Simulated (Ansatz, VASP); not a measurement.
# HfO2: VASP beside Ansatz

```
Hf O
1.0
     0.00000    2.40270    2.65562
     2.40270    0.00000    2.65562
     2.40270    2.40270    0.00000
Hf O
1 2
Direct
  0.00000 0.00000 0.00000
  0.25000 0.25000 0.25000
  0.75000 0.75000 0.75000
```

Change from the starting cell: strain -0.050 along x and y, +0.050 along z, atoms carried along.

Alike in both runs: task single point; functional r2SCAN; k mesh 8 × 8 × 8; occupations gaussian, width 0.05 eV; no spin polarisation.

|  | VASP | Ansatz |
| --- | --- | --- |
| version | VASP 6.6.1 | Ansatz 0.2.0 |
| potentials or method | VASP PAW PBE potentials, release 64 (Hf_pv, O) | scalar-relativistic, plane waves, PAW |
| plane-wave cutoff (eV) | 520 | 500 |
| valence electrons in the cell | 22 | 38 |

VASP gave:

```
gap on the k mesh at the Fermi level (eV)       : 3.04
least direct gap on the mesh (eV)               : 3.52
pressure (GPa)                                  : 12.2
largest component of the traceless stress (GPa) : 36.52
```

Task: Estimate Ansatz's values.

Result: gap on the k mesh at the Fermi level (eV): 3.03; least direct gap on the mesh (eV): 3.51; pressure (GPa): 16.7; largest component of the traceless stress (GPa): 35.84.

One of these differences is far larger than is usual between the two programs; its cause wasn't traced. The functional is the same, so the differences come from potentials, cutoffs and numerics. The two sets of potentials don't hold the same shells in valence.

Caveats: the PAW data sets were made with another functional, which shifts forces and pressure a little (VASP); spin-orbit coupling is left out, which moves the levels of the heavy elements. A k mesh can miss the band edges.
